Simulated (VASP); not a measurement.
Zn: relaxation of the atoms with PBE+D4

Zn, a slab with vacuum:

```
Zn
1.0
     2.61697    0.00000    0.00000
    -1.30849    2.26817    0.00000
     0.00000    0.00000   27.15879
Zn
6
Direct
  0.33935 0.67871 0.27615
  0.01153 0.02306 0.36513
  0.35088 0.70176 0.45504
  0.69023 0.38047 0.54496
  0.36241 0.72482 0.63393
  0.70176 0.40352 0.72385
```

The slab is cut from a database's or a generator's crystal, which needn't be the stable form of the element.

```
Program                   : VASP 6.6.1
Task                      : relaxation of the atoms
Functional                : PBE
Dispersion                : D4
Potentials or basis       : VASP PAW PBE potentials, release 64 (Zn)
Cutoff                    : 520 eV
k mesh                    : 9 × 9 × 1
Occupations               : fermi-dirac, width 0.05 eV
Spin                      : no spin polarisation
Dipole correction         : yes
Atoms held fixed (from 0) : [0, 1, 2]
Further INCAR settings    : ALGO = Fast; EDIFF = 1e-06; IBRION = 2; EDIFFG = -0.02; NSW = 60
```

```json
{
  "Energy gained by relaxing": "6.8 meV/atom",
  "Ionic steps": "13",
  "Band gap on the k mesh": "none (metal or under the smearing width)",
  "Dispersion energy per atom": "-0.283 eV"
}
```

The path:
| step | energy change (eV) | largest force (eV/Å) | pressure (GPa) |
| --- | --- | --- | --- |
| 1 | 0.0000 | 0.2036 | -0.09 |
| 2 | -0.0012 | 0.2033 | -0.12 |
| 3 | -0.0044 | 0.2030 | -0.17 |
| 4 | -0.0096 | 0.2032 | -0.27 |
| 5 | -0.0152 | 0.2036 | -0.43 |
| 6 | -0.0178 | 0.2035 | -0.52 |
| 7 | -0.0242 | 0.2036 | -0.59 |
| 8 | -0.0303 | 0.2044 | -0.73 |
| 9 | -0.0305 | 0.2034 | -0.77 |
| 10 | -0.0340 | 0.2050 | -0.83 |
| 11 | -0.0400 | 0.2077 | -1.00 |
| 12 | -0.0371 | 0.2408 | -1.25 |
| 13 | -0.0406 | 0.2089 | -1.12 |

Final structure:
```yaml
crystal:
  lattice:
    - [2.61697, 0.00000, 0.00000]
    - [-1.30849, 2.26817, 0.00000]
    - [0.00000, 0.00000, 27.15879]
  atoms:
    - { symbol: Zn, position: [0.33935, 0.67871, 0.27615] }
    - { symbol: Zn, position: [0.01153, 0.02306, 0.36513] }
    - { symbol: Zn, position: [0.35088, 0.70176, 0.45504] }
    - { symbol: Zn, position: [0.69043, 0.38086, 0.55355] }
    - { symbol: Zn, position: [0.35848, 0.71695, 0.64862] }
    - { symbol: Zn, position: [0.69033, 0.38065, 0.74170] }
```

Levels at points of the mesh, in eV from the Fermi level:
```
           k point  band 33  band 34  band 35  band 36  band 37  band 38  band 39  band 40
(0.00, 0.00, 0.00)    -7.12    -7.12    -6.13    -4.67    -3.12    -1.18     1.10     2.86
```

It took 13 min on 1 thread of Intel(R) Xeon(R) 6975P-C (Granite Rapids), on a shared host, peak memory 0.36 GiB.
